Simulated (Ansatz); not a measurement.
Structure types of Li were relaxed at one common pressure (all-electron LAPW in Ansatz 0.2.0 under PBE, scalar-relativistic, no spin polarisation, zero temperature). They take these volumes:

| type | space group | V (Å³/atom) |
| --- | --- | --- |
| fcc | Fm-3m | 12.24 |
| bcc | Im-3m | 12.30 |
| hcp | P6_3/mmc | 12.26 |
| dhcp | P6_3/mmc | 12.25 |
| sc | Pm-3m | 11.91 |
| simple hexagonal | P6/mmm | 12.04 |

Problem. At about which pressure, and is the densest type also the lowest in enthalpy?

Solution. 16 GPa. The densest is sc, and it is 98 meV/atom above fcc: its gain in pV doesn't pay for its higher energy here.
